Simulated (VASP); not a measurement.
# Se (Pm-3m) in VASP: reference runs

Aim: a first look at Se with PBE, on the cell as given and on a disturbed one.

All numbers are computed with VASP 6.6.1; they aren't measurements. Logs are shortened: lines on timing, memory, paths and dates and some standing lists are left out, and cuts for length are marked.

## (1) The structure

Symmetry: Pm-3m, No. 221, cubic system. Conventional cell: a = 2.811 Å, b = 2.811 Å, c = 2.811 Å, α = 90.00°, β = 90.00°, γ = 90.00°. Se (site symmetry m-3m) has 6 Se at 2.81 Å as nearest neighbours.

This isn't the form of Se at room conditions, which is trigonal, of chains.

## (2) Single point, PBE

Contents of INCAR:

```
PREC = Accurate ; ENCUT = 520
EDIFF = 1E-7 ; ISMEAR = -1
SIGMA = 0.05 ; LREAL = False
LASPH = True ; NELM = 80
ALGO = Normal ; ISIF = 2
LWAVE = False ; LCHARG = True
GGA = PE ; LELF = True
LVHAR = True ; NBANDS = 9
```

Contents of KPOINTS:

```
regular mesh
0
Gamma
  9 9 9
```

Contents of POSCAR:

```
Se
1.0
    2.8105630200      0.0000000000      0.0000000000
    0.0000000000      2.8105630200      0.0000000000
    0.0000000000      0.0000000000      2.8105630200
Se
1
Direct
    0.0000000000      0.0000000000      0.0000000000
```

Potentials or basis: VASP PAW PBE potentials, release 64 (Se).

Run with:

```
$ cat potpaw_PBE.64/Se/POTCAR > POTCAR
$ mpirun -np 1 vasp_std > vasp.out
```

OUTCAR:

```text
PREC = Accurate
   ENCUT = 520
   EDIFF = 1E-7
   ISMEAR = -1
   LREAL = False
   LASPH = True
   NELM = 80
   ISIF = 2
   GGA = PE

 ion  position               nearest neighbor table
   1  0.000  0.000  0.000-

  LATTYP: Found a simple cubic cell.
 ALAT       =     2.8105630200

  Lattice vectors:

 A1 = (   2.8105630200,   0.0000000000,   0.0000000000)
 A2 = (   0.0000000000,   2.8105630200,   0.0000000000)
 A3 = (   0.0000000000,   0.0000000000,   2.8105630200)

Analysis of symmetry for initial positions (statically):
=====================================================================
 Subroutine PRICEL returns:
 Original cell was already a primitive cell.

 Routine SETGRP: Setting up the symmetry group for a
 simple cubic supercell.

 Subroutine GETGRP returns: Found 48 space group operations
 (whereof 48 operations were pure point group operations)
 out of a pool of 48 trial point group operations.

The static configuration has the point symmetry O_h .

Analysis of symmetry for dynamics (positions and initial velocities):
=====================================================================
 Subroutine PRICEL returns:
 Original cell was already a primitive cell.

 Routine SETGRP: Setting up the symmetry group for a
 simple cubic supercell.

 Subroutine GETGRP returns: Found 48 space group operations
 (whereof 48 operations were pure point group operations)
 out of a pool of 48 trial point group operations.

The dynamic configuration has the point symmetry O_h .

 Subroutine INISYM returns: Found 48 space group operations
 (whereof 48 operations are pure point group operations),
 and found     1 'primitive' translations

----------------------------------------------------------------------------------------

                                     Primitive cell

  volume of cell :      22.2014

  direct lattice vectors                    reciprocal lattice vectors
     2.810563020  0.000000000  0.000000000     0.355800597  0.000000000  0.000000000
     0.000000000  2.810563020  0.000000000     0.000000000  0.355800597  0.000000000
     0.000000000  0.000000000  2.810563020     0.000000000  0.000000000  0.355800597

  length of vectors
     2.810563020  2.810563020  2.810563020     0.355800597  0.355800597  0.355800597

  position of ions in fractional coordinates (direct lattice)
     0.000000000  0.000000000  0.000000000

  ion indices of the primitive-cell ions
   primitive index   ion index
                 1           1

----------------------------------------------------------------------------------------

 KPOINTS: regular mesh

Automatic generation of k-mesh.
 Grid dimensions read from file:
 generate k-points for:    9    9    9

 Generating k-lattice:

  Cartesian coordinates                     Fractional coordinates (reciprocal lattice)
     0.039533400  0.000000000  0.000000000     0.111111111  0.000000000  0.000000000
     0.000000000  0.039533400  0.000000000     0.000000000  0.111111111  0.000000000
     0.000000000  0.000000000  0.039533400     0.000000000  0.000000000  0.111111111

  Length of vectors
     0.039533400  0.039533400  0.039533400

  Shift w.r.t. Gamma in fractional coordinates (k-lattice)
     0.000000000  0.000000000  0.000000000

 Subroutine IBZKPT returns following result:
 ===========================================

 Found     35 irreducible k-points:

 Following reciprocal coordinates:
            Coordinates               Weight
  0.000000  0.000000  0.000000      1.000000
  0.111111  0.000000  0.000000      6.000000
  0.222222  0.000000  0.000000      6.000000
  0.333333  0.000000  0.000000      6.000000
  0.444444  0.000000  0.000000      6.000000
  0.111111  0.111111  0.000000     12.000000
[... 16 lines left out ...]
  0.333333  0.333333  0.111111     24.000000
  0.444444  0.333333  0.111111     48.000000
 [... further k-points ...]
   k-points           NKPTS =     35   k-points in BZ     NKDIM =     35   number of bands    NBANDS=      9
   number of dos      NEDOS =    301   number of ions     NIONS =      1
   total plane-waves  NPLWV =  13824
   dimension x,y,z NGX =    24 NGY =   24 NGZ =   24
   dimension x,y,z NGXF=    48 NGYF=   48 NGZF=   48
   ions per type =               1
   NGX,Y,Z   is equivalent  to a cutoff of  14.20, 14.20, 14.20 a.u.
   NGXF,Y,Z  is equivalent  to a cutoff of  28.39, 28.39, 28.39 a.u.
 SYSTEM =  unknown system
   PREC   = accura    normal or accurate (medium, high low for compatibility)
   ISTART =      0    job   : 0-new  1-cont  2-samecut
   ICHARG =      2    charge: 1-file 2-atom 10-const
   ISPIN  =      1    spin polarized calculation?
   LNONCOLLINEAR =      F non collinear calculations
   LSORBIT =      F    spin-orbit coupling
   LASPH  =      T    aspherical Exc in radial PAW
   ENCUT  =  520.0 eV  38.22 Ry    6.18 a.u.   5.23  5.23  5.23*2*pi/ulx,y,z
   NELM   =     80;   NELMIN=  2; NELMDL= -5     # of ELM steps
   EDIFF  = 0.1E-06   stopping-criterion for ELM
   LREAL  =      F    real-space projection
   EDIFFG = 0.1E-05   stopping-criterion for IOM
   NSW    =      0    number of steps for IOM
   IBRION =     -1    ionic relax: 0-MD 1-quasi-New 2-CG
   NFREE  =      0    steps in history (QN), initial steepest desc. (CG)
   ISIF   =      2    stress and relaxation
   ISYM   =      2    0-nonsym 1-usesym 2-fastsym
   POTIM  = 0.5000    time-step for ionic-motion
   TEBEG  =    0.0;   TEEND  =   0.0 temperature during run
   PSTRESS=    0.0 pullay stress
   NELECT =       6.0000    total number of electrons
   NUPDOWN=      -1.0000    fix difference up-down
   EMIN   =  10.00;   EMAX   =-10.00  energy-range for DOS
   EFERMI =   0.00;   METHOD = LEGACY
   ISMEAR =    -1;   SIGMA  =   0.05  broadening in eV -4-tet -1-fermi 0-gaus
   EFERMI_NEDOS =   21; number of points for ismear=-14 and -15
   IALGO  =     38    algorithm
   IMIX   =      4    mixing-type and parameters
     AMIX     =   0.40;   BMIX     =  1.00
     AMIX_MAG =   1.60;   BMIX_MAG =  1.00
  volume/ion in A,a.u.               =      22.20       149.82
  Fermi-wavevector in a.u.,A,eV,Ry     =   1.058438  2.000157 15.242472  1.120290
  Thomas-Fermi vector in A             =   2.193747
   LORBIT       =      0    0 simple, 1 ext, 2 COOP (PROOUT), +10 PAW based schemes
   GGA     = PE    functional components
   LHFCALC =     F    Hartree Fock is set to
   AEXX    =    0.0000 exact exchange contribution
   IVDW    =     0    specifies the selected vdW correction
   LEPSILON=     F    determine dielectric tensor
   LRPA    =     F    only Hartree local field effects (RPA)
 non-spin polarized calculation
  energy-cutoff  :      520.00
  volume of cell :       22.20
 maximum number of plane-waves:       619
 NGX is ok and might be reduce to    24
   NGX = 11   NGY = 11   NGZ = 11

 number of electron       5.9999999 magnetization

 Free energy of the ion-electron system (eV)
  ---------------------------------------------------
  ext. energy  EPLUGINS =         0.00000000
  ---------------------------------------------------
  free energy    TOTEN  =        -3.32953081 eV

  energy without entropy =       -3.32285196  energy(sigma->0) =       -3.32619139

 E-fermi :   4.9146     XC(G=0):  -9.9944

 val. band max:        4.8571684442   @ k =   0.4444   0.3333   0.2222
 cond. band min:       4.9244052470   @ k =   0.1111   0.1111   0.1111
 fundamental gap:      0.0672368028
 Fermi energy:         4.9146260890

 k-point     1 :       0.0000    0.0000    0.0000
  band No.  band energies     occupation
      1     -11.2780      2.00000
      2       6.3366      0.00000
      3       6.3366      0.00000
      4       6.3366      0.00000
      5      12.6501      0.00000
      6      12.6501      0.00000
      7      12.8793      0.00000
      8      27.2721      0.00000
      9      27.2721      0.00000

 k-point     2 :       0.1111    0.0000    0.0000
  band No.  band energies     occupation
      1     -11.1000      2.00000
      2       4.6476      1.99047
      3       6.4767      0.00000
      4       6.4767      0.00000
      5      12.8288      0.00000
      6      13.0158      0.00000
      7      14.7823      0.00000
      8      24.8371      0.00000
      9      24.8371      0.00000

 k-point     3 :       0.2222    0.0000    0.0000
  band No.  band energies     occupation
      1     -10.5934      2.00000
      2       1.9018      2.00000
      3       6.8600      0.00000
      4       6.8600      0.00000
      5      13.3404      0.00000
      6      13.6548      0.00000
      7      18.3442      0.00000
      8      22.0464      0.00000
      9      22.0464      0.00000

 k-point     4 :       0.3333    0.0000    0.0000
  band No.  band energies     occupation
      1      -9.8720      2.00000
      2      -0.4879      2.00000
      3       7.3605      0.00000
      4       7.3605      0.00000
      5      14.0795      0.00000
      6      14.7017      0.00000
      7      19.6411      0.00000
      8      19.8814      0.00000
      9      19.8814      0.00000
[... 205 lines left out ...]
 k-point    22 :       0.4444    0.2222    0.1111
  band No.  band energies     occupation
      1      -8.3937      2.00000
      2      -1.1481      2.00000
      3       3.8353      2.00000
      4       6.8153      0.00000
      5      12.1522      0.00000
      6      16.1422      0.00000
      7      18.0148      0.00000
      8      20.5270      0.00000
      9      22.9018      0.00000

 k-point    23 :       0.3333    0.3333    0.1111
  band No.  band energies     occupation
      1      -8.2943      2.00000
      2       0.9379      2.00000
      3       1.0276      2.00000
      4       6.9114      0.00000
      5      11.1749      0.00000
      6      17.0804      0.00000
      7      18.6130      0.00000
      8      19.1934      0.00000
      9      24.9521      0.00000

 k-point    24 :       0.4444    0.3333    0.1111
  band No.  band energies     occupation
      1      -7.6751      2.00000
      2      -0.4821      2.00000
      3       1.5224      2.00000
      4       7.3333      0.00000
      5       9.7892      0.00000
      6      16.8879      0.00000
      7      18.3470      0.00000
      8      19.7875      0.00000
      9      24.6822      0.00000

 [... further k-points ...]
[... 5 lines left out ...]
  --------------------------------------------------------------------------------------
  -------------------------------------------------------------------------------------
  Total        0.2822728      0.2822728      0.2822728     -0.0000000     -0.0000000     -0.0000000
  in kB       20.3704060     20.3704060     20.3704060     -0.0000000     -0.0000000     -0.0000000
  external PRESSURE =      20.3704060 kB  Pullay stress =       0.0000000 kB

 VOLUME and BASIS-vectors are now :
 -----------------------------------------------------------------------------
  energy-cutoff  :      520.00
  volume of cell :       22.20
      direct lattice vectors                 reciprocal lattice vectors
     2.810563020  0.000000000  0.000000000     0.355800597  0.000000000  0.000000000
     0.000000000  2.810563020  0.000000000     0.000000000  0.355800597  0.000000000
     0.000000000  0.000000000  2.810563020     0.000000000  0.000000000  0.355800597

 POSITION                                       TOTAL-FORCE (eV/Angst)
 -----------------------------------------------------------------------------------
      0.00000      0.00000      0.00000         0.000000      0.000000      0.000000
 -----------------------------------------------------------------------------------
    total drift:                                0.000000      0.000000     -0.000000

  FREE ENERGIE OF THE ION-ELECTRON SYSTEM (eV)
  ---------------------------------------------------
  free  energy   TOTEN  =        -3.3295308134 eV

  energy  without entropy=       -3.3228519589  energy(sigma->0) =       -3.32619139
```

Run time: 6.2 s. Hardware: 1 thread of AMD EPYC 7R43 (Zen 3), shared host; peak memory 0.09 GiB.

Results:

* Free energy: -3.3295 eV
* Pressure: 2.0 GPa
* Band gap on the k mesh: none (metal or under the smearing width)

(Part 1 of 2 ends here.)
